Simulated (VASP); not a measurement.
# Si (Fd-3m) in VASP: a series of runs

Runs on Si. Level: LDA. Tasks: single point, relaxation of cell and atoms.

All numbers are computed with VASP 6.6.1; they aren't measurements. Logs are shortened: lines on timing, memory, paths and dates and some standing lists are left out, and cuts for length are marked.

## (1) Starting point

Symmetry: Fd-3m, No. 227, cubic system. The conventional cell has a = 5.402 Å, b = 5.402 Å, c = 5.402 Å, α = 90.00°, β = 90.00°, γ = 90.00°. Si (site symmetry -43m) has 4 Si at 2.34 Å as nearest neighbours.

## (2) Single point, LDA

Contents of INCAR:

```
SYSTEM = Si
  PREC = Accurate
  ENCUT = 520
  EDIFF = 1E-7
  ISMEAR = 0
  SIGMA = 0.02
  LREAL = .False.
  LASPH = .True.
  NELM = 100
  ALGO = Normal
  ISIF = 2
  LWAVE = .False.
  LCHARG = .False.
  GGA = CA
  NBANDS = 11
```

Contents of KPOINTS:

```
regular mesh
0
Gamma
  14 14 14
  0 0 0
```

Contents of POSCAR:

```
Si
1.0
    0.0000000000      2.7009861707      2.7009861707
    2.7009861707      0.0000000000      2.7009861707
    2.7009861707      2.7009861707      0.0000000000
Si
2
Direct
    0.7500000000      0.7500000000      0.7500000000
    0.5000000000      0.5000000000      0.5000000000
```

Potentials or basis: VASP PAW LDA potentials, release 64 (Si).

Run with:

```console
$ cat potpaw_LDA.64/Si/POTCAR > POTCAR
$ mpirun -np 1 vasp_std > vasp.out
```

OUTCAR:

```text
SYSTEM = Si
   PREC = Accurate
   ENCUT = 520
   EDIFF = 1E-7
   ISMEAR = 0
   LREAL = .False.
   LASPH = .True.
   NELM = 100
   ISIF = 2
   GGA = CA

 ion  position               nearest neighbor table
   1  0.750  0.750  0.750-   2 2.34   2 2.34   2 2.34   2 2.34
   2  0.500  0.500  0.500-   1 2.34   1 2.34   1 2.34   1 2.34

  LATTYP: Found a face centered cubic cell.
 ALAT       =     5.4019723414

  Lattice vectors:

 A1 = (   0.0000000000,   2.7009861707,   2.7009861707)
 A2 = (   2.7009861707,   0.0000000000,   2.7009861707)
 A3 = (   2.7009861707,   2.7009861707,   0.0000000000)

Analysis of symmetry for initial positions (statically):
=====================================================================
 Subroutine PRICEL returns:
 Original cell was already a primitive cell.

 Routine SETGRP: Setting up the symmetry group for a
 face centered cubic supercell.

 Subroutine GETGRP returns: Found 48 space group operations
 (whereof 24 operations were pure point group operations)
 out of a pool of 48 trial point group operations.

The static configuration has the point symmetry T_d .
 The point group associated with its full space group is O_h .

Analysis of symmetry for dynamics (positions and initial velocities):
=====================================================================
 Subroutine PRICEL returns:
 Original cell was already a primitive cell.

 Routine SETGRP: Setting up the symmetry group for a
 face centered cubic supercell.

 Subroutine GETGRP returns: Found 48 space group operations
 (whereof 24 operations were pure point group operations)
 out of a pool of 48 trial point group operations.

The dynamic configuration has the point symmetry T_d .
 The point group associated with its full space group is O_h .

 Subroutine INISYM returns: Found 48 space group operations
 (whereof 24 operations are pure point group operations),
 and found     1 'primitive' translations

----------------------------------------------------------------------------------------

                                     Primitive cell

  volume of cell :      39.4092

  direct lattice vectors                    reciprocal lattice vectors
     0.000000000  2.700986171  2.700986171    -0.185117571  0.185117571  0.185117571
     2.700986171  0.000000000  2.700986171     0.185117571 -0.185117571  0.185117571
     2.700986171  2.700986171  0.000000000     0.185117571  0.185117571 -0.185117571

  length of vectors
     3.819771274  3.819771274  3.819771274     0.320633039  0.320633039  0.320633039

  position of ions in fractional coordinates (direct lattice)
     0.750000000  0.750000000  0.750000000
     0.500000000  0.500000000  0.500000000

  ion indices of the primitive-cell ions
   primitive index   ion index
                 1           1
                 2           2

----------------------------------------------------------------------------------------

 KPOINTS: regular mesh

Automatic generation of k-mesh.
 Grid dimensions read from file:
 generate k-points for:   14   14   14

 Generating k-lattice:

  Cartesian coordinates                     Fractional coordinates (reciprocal lattice)
    -0.013222684  0.013222684  0.013222684     0.071428571  0.000000000  0.000000000
     0.013222684 -0.013222684  0.013222684     0.000000000  0.071428571  0.000000000
     0.013222684  0.013222684 -0.013222684     0.000000000  0.000000000  0.071428571

  Length of vectors
     0.022902360  0.022902360  0.022902360

  Shift w.r.t. Gamma in fractional coordinates (k-lattice)
     0.000000000  0.000000000  0.000000000

 Subroutine IBZKPT returns following result:
 ===========================================

 Found    104 irreducible k-points:

 Following reciprocal coordinates:
            Coordinates               Weight
  0.000000  0.000000  0.000000      1.000000
  0.071429  0.000000  0.000000      8.000000
  0.142857  0.000000  0.000000      8.000000
  0.214286  0.000000  0.000000      8.000000
  0.285714  0.000000  0.000000      8.000000
  0.357143  0.000000  0.000000      8.000000
[... 16 lines left out ...]
  0.214286  0.142857  0.000000     24.000000
  0.285714  0.142857  0.000000     24.000000
 [... further k-points ...]
   k-points           NKPTS =    104   k-points in BZ     NKDIM =    104   number of bands    NBANDS=     11
   number of dos      NEDOS =    301   number of ions     NIONS =      2
   total plane-waves  NPLWV =  21952
   dimension x,y,z NGX =    28 NGY =   28 NGZ =   28
   dimension x,y,z NGXF=    56 NGYF=   56 NGZF=   56
   ions per type =               2
   NGX,Y,Z   is equivalent  to a cutoff of  12.19, 12.19, 12.19 a.u.
   NGXF,Y,Z  is equivalent  to a cutoff of  24.37, 24.37, 24.37 a.u.
 SYSTEM =  Si
   PREC   = accura    normal or accurate (medium, high low for compatibility)
   ISTART =      0    job   : 0-new  1-cont  2-samecut
   ICHARG =      2    charge: 1-file 2-atom 10-const
   ISPIN  =      1    spin polarized calculation?
   LNONCOLLINEAR =      F non collinear calculations
   LSORBIT =      F    spin-orbit coupling
   LASPH  =      T    aspherical Exc in radial PAW
   ENCUT  =  520.0 eV  38.22 Ry    6.18 a.u.   7.10  7.10  7.10*2*pi/ulx,y,z
   NELM   =    100;   NELMIN=  2; NELMDL= -5     # of ELM steps
   EDIFF  = 0.1E-06   stopping-criterion for ELM
   LREAL  =      F    real-space projection
   EDIFFG = 0.1E-05   stopping-criterion for IOM
   NSW    =      0    number of steps for IOM
   IBRION =     -1    ionic relax: 0-MD 1-quasi-New 2-CG
   NFREE  =      0    steps in history (QN), initial steepest desc. (CG)
   ISIF   =      2    stress and relaxation
   ISYM   =      2    0-nonsym 1-usesym 2-fastsym
   POTIM  = 0.5000    time-step for ionic-motion
   TEBEG  =    0.0;   TEEND  =   0.0 temperature during run
   PSTRESS=    0.0 pullay stress
   NELECT =       8.0000    total number of electrons
   NUPDOWN=      -1.0000    fix difference up-down
   EMIN   =  10.00;   EMAX   =-10.00  energy-range for DOS
   EFERMI =   0.00;   METHOD = LEGACY
   ISMEAR =     0;   SIGMA  =   0.02  broadening in eV -4-tet -1-fermi 0-gaus
   EFERMI_NEDOS =   21; number of points for ismear=-14 and -15
   IALGO  =     38    algorithm
   IMIX   =      4    mixing-type and parameters
     AMIX     =   0.40;   BMIX     =  1.00
     AMIX_MAG =   1.60;   BMIX_MAG =  1.00
  volume/ion in A,a.u.               =      19.70       132.97
  Fermi-wavevector in a.u.,A,eV,Ry     =   0.962142  1.818185 12.595145  0.925717
  Thomas-Fermi vector in A             =   2.091575
   LORBIT       =      0    0 simple, 1 ext, 2 COOP (PROOUT), +10 PAW based schemes
   GGA     = CA    functional components
   LHFCALC =     F    Hartree Fock is set to
   AEXX    =    0.0000 exact exchange contribution
   IVDW    =     0    specifies the selected vdW correction
   LEPSILON=     F    determine dielectric tensor
   LRPA    =     F    only Hartree local field effects (RPA)
 non-spin polarized calculation
 Gauss-broadening in eV      SIGMA  =   0.02
  energy-cutoff  :      520.00
  volume of cell :       39.41
 maximum number of plane-waves:      1075
   NGX = 15   NGY = 15   NGZ = 15

 number of electron       8.0000001 magnetization

 Free energy of the ion-electron system (eV)
  ---------------------------------------------------
  ext. energy  EPLUGINS =         0.00000000
  ---------------------------------------------------
  free energy    TOTEN  =       -11.91988199 eV

  energy without entropy =      -11.91988199  energy(sigma->0) =      -11.91988199

 E-fermi :   6.0889     XC(G=0):  -9.6657

 val. band max:        5.9328782014   @ k =   0.0000   0.0000   0.0000
 cond. band min:       6.3747296987   @ k =   0.4286   0.4286   0.0000
 fundamental gap:      0.4418514972
 Fermi energy:         6.0889229123

 k-point     1 :       0.0000    0.0000    0.0000
  band No.  band energies     occupation
      1      -6.1335      2.00000
      2       5.9329      2.00000
      3       5.9329      2.00000
      4       5.9329      2.00000
      5       8.4639      0.00000
      6       8.4639      0.00000
      7       8.4639      0.00000
      8       9.3250      0.00000
      9      13.6690      0.00000
     10      13.6690      0.00000
     11      13.6786      0.00000

 k-point     2 :       0.0714    0.0000    0.0000
  band No.  band energies     occupation
      1      -6.0657      2.00000
      2       5.2589      2.00000
      3       5.8222      2.00000
      4       5.8222      2.00000
      5       8.5244      0.00000
      6       8.6260      0.00000
      7       8.6260      0.00000
      8       9.8132      0.00000
      9      13.4470      0.00000
     10      13.4470      0.00000
     11      13.9770      0.00000

 k-point     3 :       0.1429    0.0000    0.0000
  band No.  band energies     occupation
      1      -5.8636      2.00000
      2       3.9791      2.00000
      3       5.5696      2.00000
      4       5.5696      2.00000
      5       8.3382      0.00000
      6       8.9925      0.00000
      7       8.9925      0.00000
      8      10.9678      0.00000
      9      13.0768      0.00000
     10      13.0768      0.00000
     11      14.6687      0.00000
[... 267 lines left out ...]
 k-point    23 :       0.2143    0.1429    0.0000
  band No.  band energies     occupation
      1      -5.5271      2.00000
      2       3.3390      2.00000
      3       4.6282      2.00000
      4       4.6888      2.00000
      5       7.7193      0.00000
      6       9.8876      0.00000
      7      10.3971      0.00000
      8      10.4726      0.00000
      9      12.9320      0.00000
     10      14.1783      0.00000
     11      15.7967      0.00000

 k-point    24 :       0.2857    0.1429    0.0000
  band No.  band energies     occupation
      1      -5.1562      2.00000
      2       2.1462      2.00000
      3       4.3505      2.00000
      4       4.3912      2.00000
      5       7.9370      0.00000
      6       9.8380      0.00000
      7      10.4081      0.00000
      8      10.6727      0.00000
      9      14.1184      0.00000
     10      14.4419      0.00000
     11      16.0212      0.00000

 [... further k-points ...]

------------------------ aborting loop because EDIFF is reached ----------------------------------------

  FORCE on cell =-STRESS in cart. coord.  units (eV):
  Direction    XX          YY          ZZ          XY          YZ          ZX
  --------------------------------------------------------------------------------------
  -------------------------------------------------------------------------------------
  Total        0.0113129      0.0113129      0.0113129      0.0000000     -0.0000000      0.0000000
  in kB        0.4599253      0.4599253      0.4599253      0.0000000     -0.0000000      0.0000000
  external PRESSURE =       0.4599253 kB  Pullay stress =       0.0000000 kB

 VOLUME and BASIS-vectors are now :
 -----------------------------------------------------------------------------
  energy-cutoff  :      520.00
  volume of cell :       39.41
      direct lattice vectors                 reciprocal lattice vectors
     0.000000000  2.700986171  2.700986171    -0.185117571  0.185117571  0.185117571
     2.700986171  0.000000000  2.700986171     0.185117571 -0.185117571  0.185117571
     2.700986171  2.700986171  0.000000000     0.185117571  0.185117571 -0.185117571

 POSITION                                       TOTAL-FORCE (eV/Angst)
 -----------------------------------------------------------------------------------
      4.05148      4.05148      4.05148        -0.000000      0.000000      0.000000
      2.70099      2.70099      2.70099         0.000000     -0.000000     -0.000000
 -----------------------------------------------------------------------------------
    total drift:                                0.000000      0.000000     -0.000000

  FREE ENERGIE OF THE ION-ELECTRON SYSTEM (eV)
  ---------------------------------------------------
  free  energy   TOTEN  =       -11.9198819882 eV

  energy  without entropy=      -11.9198819882  energy(sigma->0) =      -11.91988199
```

It took 17 s on 1 thread of AMD EPYC 9R45 (Zen 5), shared host; peak memory 0.12 GiB.

Results:

| Item | Value |
| --- | --- |
| Free energy | -11.9199 eV |
| Pressure | 0.0 GPa |
| Band gap on the k mesh | 0.44 eV, indirect (least direct gap 2.53 eV) |

## (3) Relaxation of cell and atoms, LDA

This run uses another cell than the first one, of 19.98 Å³/atom, 1.014 times its volume.

Contents of INCAR:

```
SYSTEM = Si
PREC = Accurate ; ENCUT = 600
EDIFF = 1E-6 ; ISMEAR = 0
SIGMA = 0.02 ; LREAL = .False.
LASPH = .True. ; NELM = 100
ALGO = Fast ; ISIF = 3
LWAVE = .False. ; LCHARG = .False.
IBRION = 2 ; NSW = 80
EDIFFG = -0.01
```

KPOINTS is that of step 2.

Contents of POSCAR:

```
Si
1.0
    0.0000000000      2.7135600000      2.7135600000
    2.7135600000      0.0000000000      2.7135600000
    2.7135600000      2.7135600000      0.0000000000
Si
2
Direct
    0.7500000000      0.7500000000      0.7500000000
    0.5000000000      0.5000000000      0.5000000000
```

Potentials or basis: VASP PAW LDA potentials, release 64 (Si).

Run with:

```console
$ cat potpaw_LDA.64/Si/POTCAR > POTCAR
$ mpirun -np 1 vasp_std > vasp.out
```

Wall time 33 s (1 thread of AMD EPYC 9R45 (Zen 5), shared host); peak memory 0.14 GiB.

It converged, with:

```
Free energy                            : -11.9201 eV
Relaxed volume                         : 19.72 Å³/atom
Relaxed cell                           : a = 3.820 Å, b = 3.820 Å, c = 3.820 Å, α = 60.00°, β = 60.00°, γ = 60.00°
Space group after relaxing (to 0.05 Å) : Fd-3m (No. 227)
Energy gained by relaxing              : 1.1 meV/atom
Ionic steps                            : 3
Pressure after relaxing                : 0.0 GPa
Band gap on the k mesh                 : 0.44 eV, indirect (least direct gap 2.53 eV)
```

Step by step:
| step | energy change (eV) | largest force (eV/Å) | pressure (GPa) | volume (Å³) |
| --- | --- | --- | --- | --- |
| 1 | 0.0000 | 0.0000 | -1.26 | 39.96 |
| 2 | -0.0011 | 0.0000 | 0.92 | 39.06 |
| 3 | -0.0021 | 0.0000 | 0.00 | 39.43 |

Final structure:
```xyz
2
Lattice="0.0000 2.7015 2.7015 2.7015 0.0000 2.7015 2.7015 2.7015 0.0000" Properties=species:S:1:pos:R:3 pbc="T T T"
Si    4.0522    4.0522    4.0522
Si    2.7015    2.7015    2.7015
```

Levels at points of the mesh, in eV from the valence-band top:
```tsv
k point	band 1	band 2	band 3	band 4	band 5	band 6	band 7	band 8
(0.00, 0.00, 0.00)	-12.06	0.00	0.00	0.00	2.53	2.53	2.53	3.39
(0.50, 0.00, 0.00)	-9.69	-7.06	-1.21	-1.21	1.48	3.29	3.29	7.54
(0.50, 0.50, 0.00)	-7.86	-7.86	-2.89	-2.89	0.58	0.58	10.11	10.11
```

A k mesh can miss the band edges. Zero-point motion and thermal expansion aren't in these numbers.
